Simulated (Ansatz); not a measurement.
Computed with DFT PBE, scalar-relativistic, plane waves, PAW (Ansatz 0.2.0). Settings: cutoff 420 eV, Γ-centred meshes spaced at most about 0.3 Å⁻¹, and about 0.25 Å⁻¹ or finer for metals (2π included), Gaussian smearing. No spin polarisation in the final relaxations.

All energies are static (0 K, no zero-point motion).

Two forms of Ge were relaxed alike.

A.

```cif
data_structure
_symmetry_space_group_name_H-M 'Cmce'
_symmetry_Int_Tables_number 64
_cell_length_a 3.6889
_cell_length_b 7.3527
_cell_length_c 6.3914
_cell_angle_alpha 90.000
_cell_angle_beta 90.000
_cell_angle_gamma 90.000
_cell_volume 173.36
loop_
_atom_site_label
_atom_site_type_symbol
_atom_site_symmetry_multiplicity
_atom_site_Wyckoff_symbol
_atom_site_fract_x
_atom_site_fract_y
_atom_site_fract_z
_atom_site_occupancy
Ge1 Ge 8 f 0.50000 0.34764 0.40622 1
```

B.

```cif
data_structure
_symmetry_space_group_name_H-M 'P3_212'
_symmetry_Int_Tables_number 153
_cell_length_a 5.9363
_cell_length_b 5.9363
_cell_length_c 5.9057
_cell_angle_alpha 90.000
_cell_angle_beta 90.000
_cell_angle_gamma 120.000
_cell_volume 180.24
loop_
_atom_site_label
_atom_site_type_symbol
_atom_site_symmetry_multiplicity
_atom_site_Wyckoff_symbol
_atom_site_fract_x
_atom_site_fract_y
_atom_site_fract_z
_atom_site_occupancy
Ge1 Ge 6 c 0.35771 0.08110 0.70427 1
Ge2 Ge 3 b 0.21645 0.78355 0.16667 1
```

**Question.** Which would you expect to be lower, and how large is the difference?

**Answer.** A is lower, by 74 meV/atom. A has space group Cmce (No. 64), 21.7 Å³/atom and no gap on its mesh; B has space group P3_212 (No. 153), 20.0 Å³/atom and no gap. Counting all near atoms (those within 1.25 times the shortest such distance or 1.15 times the sum of covalent radii; a slash parts the counts of unlike sites), A has Ge 5 and B has Ge 6/8. The lower one is the more open, so pressure narrows the difference. In A, Ge has 5 Ge at 2.54–2.72 Å. In B, around Ge on a site of symmetry 1 lie 4 Ge at 2.64–2.72 Å, 1 Ge at 2.88 Å and 1 Ge at 3.13 Å; Ge on a site of symmetry 2 has 6 Ge at 2.72–2.88 Å and 2 Ge at 3.13 Å. Both come from invented guesses. A third cell relaxed alike, in P6_3/mmc, lies 217 meV/atom below the lower of the two. The part of the Crystallography Open Database at hand lists Ge in space groups No. 64, 96, 227; sharing a group (Cmce and Fd-3m) doesn't make a cell the listed structure.

With atoms moved at random, Cmce came back. Other cells relaxed within their symmetry can be saddle points.
